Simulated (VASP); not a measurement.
# Lu (P6_3/mmc) in VASP: reference runs

Reference runs on Lu: the cell as given and a disturbed copy.

Program: VASP 6.6.1. These are calculated values, not measurements. Logs are shortened: lines on timing, memory, paths and dates and some standing lists are left out, and cuts for length are marked.

## 1. The structure

It takes space group P6_3/mmc (No. 194, hexagonal). Conventional cell: a = 3.503 Å, b = 3.503 Å, c = 5.551 Å, α = 90.00°, β = 90.00°, γ = 120.00°. Lu (site symmetry -6m2) is surrounded by 12 Lu at 3.43 to 3.50 Å.

## 2. Single point, PBE

Input file INCAR:

```
ALGO     = Normal         # electronic algorithm
EDIFF    = 1E-7           # SCF threshold, eV
ENCUT    = 520            # plane-wave cutoff, eV
GGA      = PE             # functional
ISIF     = 2              # what is computed and relaxed
ISMEAR   = -1             # smearing method
LASPH    = True           # aspherical terms in the spheres
LCHARG   = False          # write CHGCAR
LREAL    = False          # projectors in reciprocal space
LWAVE    = False          # write WAVECAR
NBANDS   = 32             # bands
NELM     = 80             # most SCF steps
PREC     = Accurate       # precision mode
SIGMA    = 0.05           # smearing width, eV
```

Input file KPOINTS:

```
k-points
0
Gamma
  9 9 5
```

Input file POSCAR:

```
Lu
1.0
    3.5031000000      0.0000000000      0.0000000000
   -1.7515500000      3.0337735920      0.0000000000
    0.0000000000      0.0000000000      5.5509000000
Lu
2
Direct
    0.6666666667      0.3333333333      0.7500000000
    0.3333333333      0.6666666667      0.2500000000
```

Potentials or basis: VASP PAW PBE potentials, release 64 (Lu).

Run with:

```console
$ cat potpaw_PBE.64/Lu/POTCAR > POTCAR
$ mpirun -np 1 vasp_std > vasp.out
```

OUTCAR:

```text
EDIFF = 1E-7
   ENCUT = 520
   GGA = PE
   ISIF = 2
   ISMEAR = -1
   LASPH = True
   LREAL = False
   NELM = 80
   PREC = Accurate

 ion  position               nearest neighbor table
   1  0.667  0.333  0.750-   2 3.43   2 3.43   2 3.43   2 3.43   2 3.43   2 3.43
   2  0.333  0.667  0.250-   1 3.43   1 3.43   1 3.43   1 3.43   1 3.43   1 3.43

  LATTYP: Found a hexagonal cell.
 ALAT       =     3.5031000000
 C/A-ratio  =     1.5845679541

  Lattice vectors:

 A1 = (   3.5031000000,   0.0000000000,   0.0000000000)
 A2 = (  -1.7515500000,   3.0337735920,   0.0000000000)
 A3 = (   0.0000000000,   0.0000000000,   5.5509000000)

Analysis of symmetry for initial positions (statically):
=====================================================================
 Subroutine PRICEL returns:
 Original cell was already a primitive cell.

 Routine SETGRP: Setting up the symmetry group for a
 hexagonal supercell.

 Subroutine GETGRP returns: Found 24 space group operations
 (whereof 12 operations were pure point group operations)
 out of a pool of 24 trial point group operations.

The static configuration has the point symmetry D_3d.
 The point group associated with its full space group is D_6h.

Analysis of symmetry for dynamics (positions and initial velocities):
=====================================================================
 Subroutine PRICEL returns:
 Original cell was already a primitive cell.

 Routine SETGRP: Setting up the symmetry group for a
 hexagonal supercell.

 Subroutine GETGRP returns: Found 24 space group operations
 (whereof 12 operations were pure point group operations)
 out of a pool of 24 trial point group operations.

The dynamic configuration has the point symmetry D_3d.
 The point group associated with its full space group is D_6h.

 Subroutine INISYM returns: Found 24 space group operations
 (whereof 12 operations are pure point group operations),
 and found     1 'primitive' translations

----------------------------------------------------------------------------------------

                                     Primitive cell

  volume of cell :      58.9928

  direct lattice vectors                    reciprocal lattice vectors
     3.503100000  0.000000000  0.000000000     0.285461448  0.164811244  0.000000000
    -1.751550000  3.033773592  0.000000000     0.000000000  0.329622488  0.000000000
     0.000000000  0.000000000  5.550900000     0.000000000  0.000000000  0.180150967

  length of vectors
[... 92 lines left out ...]
   NELM   =     80;   NELMIN=  2; NELMDL= -5     # of ELM steps
   EDIFF  = 0.1E-06   stopping-criterion for ELM
   LREAL  =      F    real-space projection
   EDIFFG = 0.1E-05   stopping-criterion for IOM
   NSW    =      0    number of steps for IOM
   IBRION =     -1    ionic relax: 0-MD 1-quasi-New 2-CG
   NFREE  =      0    steps in history (QN), initial steepest desc. (CG)
   ISIF   =      2    stress and relaxation
   ISYM   =      2    0-nonsym 1-usesym 2-fastsym
   POTIM  = 0.5000    time-step for ionic-motion
   TEBEG  =    0.0;   TEEND  =   0.0 temperature during run
   PSTRESS=    0.0 pullay stress
   NELECT =      50.0000    total number of electrons
   NUPDOWN=      -1.0000    fix difference up-down
   EMIN   =  10.00;   EMAX   =-10.00  energy-range for DOS
   EFERMI =   0.00;   METHOD = LEGACY
   ISMEAR =    -1;   SIGMA  =   0.05  broadening in eV -4-tet -1-fermi 0-gaus
   EFERMI_NEDOS =   21; number of points for ismear=-14 and -15
   IALGO  =     38    algorithm
   IMIX   =      4    mixing-type and parameters
     AMIX     =   0.40;   BMIX     =  1.00
     AMIX_MAG =   1.60;   BMIX_MAG =  1.00
  volume/ion in A,a.u.               =      29.50       199.05
  Fermi-wavevector in a.u.,A,eV,Ry     =   1.549287  2.927727 32.657919  2.400289
  Thomas-Fermi vector in A             =   2.654115
   LORBIT       =      0    0 simple, 1 ext, 2 COOP (PROOUT), +10 PAW based schemes
   GGA     = PE    functional components
   LHFCALC =     F    Hartree Fock is set to
   AEXX    =    0.0000 exact exchange contribution
   IVDW    =     0    specifies the selected vdW correction
   LEPSILON=     F    determine dielectric tensor
   LRPA    =     F    only Hartree local field effects (RPA)
 non-spin polarized calculation
  energy-cutoff  :      520.00
  volume of cell :       58.99
 maximum number of plane-waves:      1617
 NGX is ok and might be reduce to    28
   NGX = 13   NGY = 13   NGZ = 21

 number of electron      49.9999998 magnetization

 Free energy of the ion-electron system (eV)
  ---------------------------------------------------
  ext. energy  EPLUGINS =         0.00000000
  ---------------------------------------------------
  free energy    TOTEN  =        -9.05352428 eV

  energy without entropy =       -9.02277196  energy(sigma->0) =       -9.03814812

 E-fermi :   2.1784     XC(G=0): -10.6043

 val. band max:        2.1603555644   @ k =   0.3333   0.1111   0.2000
 cond. band min:       2.2042464934   @ k =   0.3333   0.0000   0.4000
 fundamental gap:      0.0438909290
 Fermi energy:         2.1783968570

 k-point     1 :       0.0000    0.0000    0.0000
  band No.  band energies     occupation
      1     -54.0492      2.00000
      2     -54.0176      2.00000
      3     -24.9703      2.00000
      4     -24.5620      2.00000
      5     -24.5620      2.00000
      6     -24.4865      2.00000
[... 1249 lines left out ...]
     31       7.4790      0.00000
     32       7.4790      0.00000

------------------------ aborting loop because EDIFF is reached ----------------------------------------

  FORCE on cell =-STRESS in cart. coord.  units (eV):
  Direction    XX          YY          ZZ          XY          YZ          ZX
  --------------------------------------------------------------------------------------
  -------------------------------------------------------------------------------------
  Total       -0.0247570     -0.0247570     -0.3800384      0.0000000     -0.0000000      0.0000000
  in kB       -0.6723716     -0.6723716    -10.3214092      0.0000000     -0.0000000      0.0000000
  external PRESSURE =      -3.8887175 kB  Pullay stress =       0.0000000 kB

 VOLUME and BASIS-vectors are now :
 -----------------------------------------------------------------------------
  energy-cutoff  :      520.00
  volume of cell :       58.99
      direct lattice vectors                 reciprocal lattice vectors
     3.503100000  0.000000000  0.000000000     0.285461448  0.164811244  0.000000000
    -1.751550000  3.033773592  0.000000000     0.000000000  0.329622488  0.000000000
     0.000000000  0.000000000  5.550900000     0.000000000  0.000000000  0.180150967

 POSITION                                       TOTAL-FORCE (eV/Angst)
 -----------------------------------------------------------------------------------
      1.75155      1.01126      4.16318        -0.000000      0.000000      0.000000
     -0.00000      2.02252      1.38773         0.000000     -0.000000      0.000000
 -----------------------------------------------------------------------------------
    total drift:                               -0.000000      0.000000     -0.000000

  FREE ENERGIE OF THE ION-ELECTRON SYSTEM (eV)
  ---------------------------------------------------
  free  energy   TOTEN  =        -9.0535242807 eV

  energy  without entropy=       -9.0227719645  energy(sigma->0) =       -9.03814812
```

OSZICAR:

```text
N       E                     dE             d eps       ncg     rms          rms(c)
DAV:   1     0.262258931854E+03    0.26226E+03   -0.19044E+04  3376   0.515E+03
DAV:   2     0.222213806395E+02   -0.24004E+03   -0.23077E+03  2520   0.604E+02
DAV:   3    -0.634219151377E+01   -0.28564E+02   -0.28055E+02  3328   0.121E+02
DAV:   4    -0.914505968951E+01   -0.28029E+01   -0.27821E+01  3520   0.257E+01
DAV:   5    -0.922374233214E+01   -0.78683E-01   -0.78635E-01  3520   0.445E+00    0.494E+00
DAV:   6    -0.909164943305E+01    0.13209E+00   -0.40677E-01  3680   0.799E+00    0.234E+00
DAV:   7    -0.905630535672E+01    0.35344E-01   -0.94626E-02  3408   0.190E+00    0.436E-01
DAV:   8    -0.905326872699E+01    0.30366E-02   -0.12117E-02  3776   0.899E-01    0.144E-01
DAV:   9    -0.905351325661E+01   -0.24453E-03   -0.14198E-03  2864   0.270E-01    0.975E-02
DAV:  10    -0.905352475130E+01   -0.11495E-04   -0.24742E-04  3704   0.109E-01    0.668E-03
DAV:  11    -0.905352533665E+01   -0.58534E-06   -0.10125E-05  3240   0.215E-02    0.112E-02
DAV:  12    -0.905352462346E+01    0.71318E-06   -0.15082E-06  3104   0.109E-02    0.173E-03
DAV:  13    -0.905352435790E+01    0.26556E-06   -0.54122E-08  1664   0.251E-03    0.255E-04
DAV:  14    -0.905352428069E+01    0.77205E-07   -0.21616E-08  1688   0.115E-03
   1 F= -.90535243E+01 E0= -.90381481E+01  d E =-.307523E-01
```

stdout:

```text
POSCAR found type information on POSCAR Lu
 POSCAR found :  1 types and       2 ions
 scaLAPACK will be used
 LDA part: xc-table for (Slater+PW92), standard interpolation
 POSCAR, INCAR and KPOINTS ok, starting setup
 FFT: planning ... GRIDC
 FFT: planning ... GRID_SOFT
 FFT: planning ... GRID
 WAVECAR not read
 entering main loop
```

Wall time 52 s (1 thread of AMD EPYC 9R45 (Zen 5), shared host); peak memory 0.18 GiB.

Results:

```yaml
Free_energy: -9.0535 eV
Pressure: -0.4 GPa
Band_gap_on_the_k_mesh: none (metal or under the smearing width)
```

Levels at points of the mesh, in eV from the Fermi level:
```
           k point  band 23  band 24  band 25  band 26  band 27  band 28
(0.00, 0.00, 0.00)    -4.89    -2.42     0.53     2.20     2.20     2.48
```

## 3. Single point, PBE (atoms moved at random, drawn with an rms of 0.05 Å)

Input file INCAR:

```
SYSTEM = Lu
PREC = Accurate ; ENCUT = 520
EDIFF = 1E-7 ; ISMEAR = -1
SIGMA = 0.05 ; LREAL = .FALSE.
LASPH = .TRUE. ; NELM = 80
ALGO = Normal ; ISIF = 2
LWAVE = .FALSE. ; LCHARG = .FALSE.
GGA = PE ; NBANDS = 32
```

Input file KPOINTS:

```
Automatic mesh
0
G
  9 9 5
  0 0 0
```

Input file POSCAR:

```
Lu
1.0
    3.5031000000      0.0000000000      0.0000000000
   -1.7515500000      3.0337735920      0.0000000000
    0.0000000000      0.0000000000      5.5509000000
Lu
2
Direct
    0.6687240000      0.3340780000      0.7522110000
    0.3321500000      0.6592670000      0.2488660000
```

Potentials or basis: VASP PAW PBE potentials, release 64 (Lu).

Run with:

```console
$ cat potpaw_PBE.64/Lu/POTCAR > POTCAR
$ mpirun -np 1 vasp_std > vasp.out
```

Wall time 3.2 min (1 thread of AMD EPYC 9R45 (Zen 5), shared host); peak memory 0.38 GiB.

It converged, with:

```yaml
Free_energy: -9.0524 eV
Pressure: -0.4 GPa
Largest_force: 0.084 eV/Å
Band_gap_on_the_k_mesh: none (metal or under the smearing width)
```

Forces in eV/Å, atoms in the order of the input:
```
Lu   0.004 -0.031 -0.078
Lu  -0.004  0.031  0.078
```

Stress tensor (GPa, compression positive):
```
-0.01 -0.01  0.00
-0.01 -0.14  0.01
 0.00  0.01 -1.02
```

Levels at points of the mesh, in eV from the Fermi level:
| k point | band 21 | band 22 | band 23 | band 24 | band 25 | band 26 | band 27 | band 28 | band 29 | band 30 |
| --- | --- | --- | --- | --- | --- | --- | --- | --- | --- | --- |
| (0.00, 0.00, 0.00) | -4.91 | -4.89 | -4.89 | -2.42 | 0.53 | 2.19 | 2.21 | 2.48 | 2.88 | 2.92 |
